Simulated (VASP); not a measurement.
# CoPdO2 (R-3m) in VASP: relaxation of the atoms with PBE

Aim: the relaxation of the atoms of CoPdO2 with PBE.

Program: VASP 6.6.1. These are calculated values, not measurements. Logs are shortened: lines on timing, memory, paths and dates and some standing lists are left out, and cuts for length are marked.

**1. The crystal as given**

Symmetry: R-3m, No. 166, trigonal system. Conventional cell: a = 2.831 Å, b = 2.831 Å, c = 17.746 Å, α = 90.00°, β = 90.00°, γ = 120.00°. Around Co (site symmetry -3m) lie 6 O at 1.90 Å. Around Pd (site symmetry -3m) lie 2 O at 2.00 Å. Around O (site symmetry 3m) lie 3 Co at 1.90 Å and 1 Pd at 2.00 Å.

The cell is a database's computed one.

**2. Relaxation of the atoms, PBE, collinear spin, ferromagnetic start**

INCAR reads:

```
SYSTEM = CoPdO2
  ALGO = Normal
  EDIFF = 1E-6
  EDIFFG = -0.01
  ENCUT = 520
  GGA = PE
  IBRION = 2
  ISIF = 2
  ISMEAR = -1
  ISPIN = 2
  LASPH = .True.
  LCHARG = .False.
  LMAXMIX = 4
  LORBIT = 11
  LREAL = .False.
  LWAVE = .False.
  MAGMOM = 2 0 0 0
  NELM = 150
  NSW = 40
  PREC = Accurate
  SIGMA = 0.05
```

KPOINTS reads:

```
k-points
0
Gamma
  10 10 10
  0 0 0
```

POSCAR reads:

```
CoPdO2
1.0
    1.4153000000      0.8171238360      5.9153333333
   -1.4153000000      0.8171238360      5.9153333333
    0.0000000000     -1.6342476720      5.9153333333
Co Pd O
1 1 2
Direct
    0.5000000000      0.5000000000      0.5000000000
    0.0000000000      0.0000000000      0.0000000000
    0.8875240000      0.8875240000      0.8875240000
    0.1124760000      0.1124760000      0.1124760000
```

Potentials or basis: VASP PAW PBE potentials, release 64 (Co, Pd, O).

Command:

```console
cat potpaw_PBE.64/Co/POTCAR potpaw_PBE.64/Pd/POTCAR potpaw_PBE.64/O/POTCAR > POTCAR
mpirun -np 1 vasp_std > vasp.out
```

OUTCAR:

```text
SYSTEM = CoPdO2
   EDIFF = 1E-6
   EDIFFG = -0.01
   ENCUT = 520
   GGA = PE
   IBRION = 2
   ISIF = 2
   ISMEAR = -1
   ISPIN = 2
   LASPH = .True.
   LORBIT = 11
   LREAL = .False.
   NELM = 150
   NSW = 40
   PREC = Accurate

 ion  position               nearest neighbor table
   1  0.500  0.500  0.500-   4 1.90   4 1.90   3 1.90   3 1.90   4 1.90   3 1.90
   2  0.000  0.000  0.000-   3 2.00   4 2.00
   3  0.888  0.888  0.888-   1 1.90   1 1.90   1 1.90   2 2.00
   4  0.112  0.112  0.112-   1 1.90   1 1.90   1 1.90   2 2.00

  LATTYP: Found a trigonal (rhomboedric) cell.
 ALAT       =     6.1369319613
 COS(alpha) =     0.8936287183

  Lattice vectors:

 A1 = (   1.4153000000,   0.8171238360,   5.9153333333)
 A2 = (  -1.4153000000,   0.8171238360,   5.9153333333)
 A3 = (   0.0000000000,  -1.6342476720,   5.9153333333)

Analysis of symmetry for initial positions (statically):
=====================================================================
 Subroutine PRICEL returns:
 Original cell was already a primitive cell.

 Routine SETGRP: Setting up the symmetry group for a
 trigonal (rhombohedral) supercell.

 Subroutine GETGRP returns: Found 12 space group operations
 (whereof 12 operations were pure point group operations)
 out of a pool of 12 trial point group operations.

The static configuration has the point symmetry D_3d.

Analysis of symmetry for dynamics (positions and initial velocities):
=====================================================================
 Subroutine PRICEL returns:
 Original cell was already a primitive cell.

 Routine SETGRP: Setting up the symmetry group for a
 trigonal (rhombohedral) supercell.

 Subroutine GETGRP returns: Found 12 space group operations
 (whereof 12 operations were pure point group operations)
 out of a pool of 12 trial point group operations.

The dynamic configuration has the point symmetry D_3d.

Analysis of structural, dynamic, and magnetic symmetry:
=====================================================================
 Subroutine PRICEL returns:
 Original cell was already a primitive cell.

 Routine SETGRP: Setting up the symmetry group for a
 trigonal (rhombohedral) supercell.

 Subroutine GETGRP returns: Found 12 space group operations
 (whereof 12 operations were pure point group operations)
 out of a pool of 12 trial point group operations.

The overall configuration has the point symmetry D_3d.

[... 186 lines left out ...]
  free  energy   TOTEN  =       -25.5643761979 eV

  energy  without entropy=      -25.5492864317  energy(sigma->0) =      -25.55683131

--------------------------------------- Ionic step        2  -------------------------------------------

 number of electron      31.0000003 magnetization      -0.0000010

 number of electron      31.0000003 magnetization       0.0000001

 Free energy of the ion-electron system (eV)
  ---------------------------------------------------
  ext. energy  EPLUGINS =         0.00000000
  ---------------------------------------------------
  free energy    TOTEN  =       -25.56439325 eV

  energy without entropy =      -25.54931565  energy(sigma->0) =      -25.55685445

 E-fermi :   7.9286     XC(G=0): -12.4893

 val. band max:        7.9142801597   @ k =  -0.2000   0.2000   0.2000
 cond. band min:       7.9437839504   @ k =  -0.1000   0.3000   0.1000
 fundamental gap:      0.0295037907
 Fermi energy:         7.9286181395

 spin component 1

 k-point     1 :       0.0000    0.0000    0.0000
  band No.  band energies     occupation
      1     -13.1137      1.00000
      2     -11.2091      1.00000
      3      -0.6992      1.00000
      4       1.7995      1.00000
      5       1.7995      1.00000
      6       2.7869      1.00000
[... 541 lines left out ...]
     19      12.2327      0.00000
     20      17.5422      0.00000

 [... further k-points ...]

 spin component 2

 k-point     1 :       0.0000    0.0000    0.0000
  band No.  band energies     occupation
      1     -13.1137      1.00000
      2     -11.2091      1.00000
      3      -0.6992      1.00000
      4       1.7995      1.00000
      5       1.7995      1.00000
      6       2.7869      1.00000
[... 541 lines left out ...]
     19      12.2327      0.00000
     20      17.5422      0.00000

 [... further k-points ...]

------------------------ aborting loop because EDIFF is reached ----------------------------------------

  FORCE on cell =-STRESS in cart. coord.  units (eV):
  Direction    XX          YY          ZZ          XY          YZ          ZX
  --------------------------------------------------------------------------------------
  -------------------------------------------------------------------------------------
  Total        1.4798099      1.4798099      1.6417706      0.0000000     -0.0000000      0.0000000
  in kB       57.7629891     57.7629891     64.0849737      0.0000000     -0.0000000      0.0000000
  external PRESSURE =      59.8703173 kB  Pullay stress =       0.0000000 kB

 VOLUME and BASIS-vectors are now :
 -----------------------------------------------------------------------------
  energy-cutoff  :      520.00
  volume of cell :       41.05
      direct lattice vectors                 reciprocal lattice vectors
     1.415300000  0.817123836  5.915333333     0.353281990  0.203967452  0.056350727
    -1.415300000  0.817123836  5.915333333    -0.353281990  0.203967452  0.056350727
     0.000000000 -1.634247672  5.915333333     0.000000000 -0.407934904  0.056350727

 POSITION                                       TOTAL-FORCE (eV/Angst)
 -----------------------------------------------------------------------------------
      0.00000      0.00000      8.87300         0.000000     -0.000000      0.000000
      0.00000     -0.00000      0.00000         0.000000     -0.000000      0.000000
      0.00000      0.00000     15.75109         0.000000     -0.000000     -0.004996
      0.00000      0.00000      1.99491         0.000000      0.000000      0.004996
 -----------------------------------------------------------------------------------
    total drift:                               -0.000000     -0.000000      0.000000

  FREE ENERGIE OF THE ION-ELECTRON SYSTEM (eV)
  ---------------------------------------------------
  free  energy   TOTEN  =       -25.5643932543 eV

  energy  without entropy=      -25.5493156472  energy(sigma->0) =      -25.55685445

 reached required accuracy - stopping structural energy minimisation

 total charge

# of ion       s       p       d       tot
------------------------------------------
    1        0.435   0.674   7.341   8.450
    2        0.478   0.472   8.463   9.413
    3        1.560   3.447   0.000   5.007
    4        1.560   3.447   0.000   5.007
--------------------------------------------------
tot          4.034   8.039  15.804  27.877

 magnetization (x)

# of ion       s       p       d       tot
------------------------------------------
    1       -0.000  -0.000  -0.000  -0.000
    2       -0.000   0.000   0.000   0.000
    3        0.000  -0.000   0.000   0.000
    4        0.000  -0.000   0.000   0.000
--------------------------------------------------
tot         -0.000  -0.000  -0.000  -0.000
```

OSZICAR:

```text
N       E                     dE             d eps       ncg     rms          rms(c)
DAV:   1     0.263910341830E+03    0.26391E+03   -0.15426E+04  9304   0.171E+03
DAV:   2    -0.583871986048E+01   -0.26975E+03   -0.24733E+03 10068   0.395E+02
DAV:   3    -0.304266278168E+02   -0.24588E+02   -0.23742E+02 10484   0.136E+02
[... 19 lines left out ...]
DAV:   2    -0.255643960465E+02   -0.32504E-04   -0.34008E-04 10716   0.170E-01    0.347E-02
DAV:   3    -0.255643964791E+02   -0.43265E-06   -0.27134E-05 12376   0.108E-01    0.249E-02
DAV:   4    -0.255643942502E+02    0.22290E-05   -0.18554E-05  9976   0.971E-02    0.158E-02
DAV:   5    -0.255643932037E+02    0.10465E-05   -0.31178E-06  6940   0.428E-02    0.220E-03
DAV:   6    -0.255643932543E+02   -0.50651E-07   -0.65182E-07  4712   0.978E-03
   2 F= -.25564393E+02 E0= -.25556854E+02  d E =-.170564E-04  mag=     0.0000
```

CONTCAR:

```text
CoPdO2
   1.00000000000000
     1.4153000000000000    0.8171238360000000    5.9153333333000004
    -1.4153000000000000    0.8171238360000000    5.9153333333000004
     0.0000000000000000   -1.6342476720000001    5.9153333333000004
  Co              Pd              O
     1     1     2
Direct
     0.5000000000000000    0.5000000000000000    0.5000000000000000
     0.0000000000000000    0.0000000000000000    0.0000000000000000
     0.8875854617140246    0.8875854617140246    0.8875854617140246
     0.1124145382859753    0.1124145382859753    0.1124145382859753

  0.00000000E+00  0.00000000E+00  0.00000000E+00
  0.00000000E+00  0.00000000E+00  0.00000000E+00
  0.00000000E+00  0.00000000E+00  0.00000000E+00
  0.00000000E+00  0.00000000E+00  0.00000000E+00
```

It took 16 min on 1 thread of AMD EPYC 9R45 (Zen 5), shared host; peak memory 0.49 GiB.

Results:

| Item | Value |
| --- | --- |
| Free energy | -25.5644 eV |
| Energy gained by relaxing | 0.0 meV/atom |
| Ionic steps | 2 |
| Pressure after relaxing | 6.0 GPa |
| Largest force after relaxing | 0.005 eV/Å |
| Band gap on the k mesh | none (metal or under the smearing width) |
| Net moment | 0.00 μB per cell |
| Valence electrons inside the program's atomic spheres | Co 8.45; Pd 9.41; O 5.01 |

Forces in eV/Å, atoms in the order of the input:
```
Co   0.000  0.000  0.000
Pd   0.000  0.000  0.000
O    0.000  0.000 -0.005
O    0.000  0.000  0.005
```

Final structure:
```
Co Pd O
1.0
     1.41530    0.81712    5.91533
    -1.41530    0.81712    5.91533
     0.00000   -1.63425    5.91533
Co Pd O
1 1 2
Direct
  0.50000 0.50000 0.50000
  0.00000 0.00000 0.00000
  0.88759 0.88759 0.88759
  0.11241 0.11241 0.11241
```

Levels at points of the mesh, in eV from the Fermi level:
Spin up:
```tsv
k point	band 13	band 14	band 15	band 16	band 17	band 18	band 19	band 20
(0.00, 0.00, 0.00)	-1.74	-1.48	-1.48	-1.03	2.10	2.10	2.98	6.46
(0.50, 0.00, 0.00)	-1.03	-0.76	-0.37	0.81	1.35	1.68	3.48	8.38
(0.50, 0.50, 0.00)	-1.02	-0.82	-0.37	0.17	1.99	2.10	3.50	9.14
(0.50, 0.50, 0.50)	-1.61	-0.79	-0.79	-0.54	1.80	1.80	4.16	5.34
```
Spin down:
```tsv
k point	band 14	band 15	band 16	band 17	band 18	band 19
(0.00, 0.00, 0.00)	-1.48	-1.48	-1.03	2.10	2.10	2.98
(0.50, 0.00, 0.00)	-0.76	-0.37	0.81	1.35	1.68	3.48
(0.50, 0.50, 0.00)	-0.82	-0.37	0.17	1.99	2.10	3.50
(0.50, 0.50, 0.50)	-0.79	-0.79	-0.54	1.80	1.80	4.16
```

Caveat: the starting moments collapsed, and a magnetic state may lie lower; semilocal functionals often make such compounds metallic where correlation or magnetic order opens a gap, which also shifts bond lengths. With open d or f shells a metallic result of PBE can be an artefact of self-interaction; +U or a hybrid may open a gap.
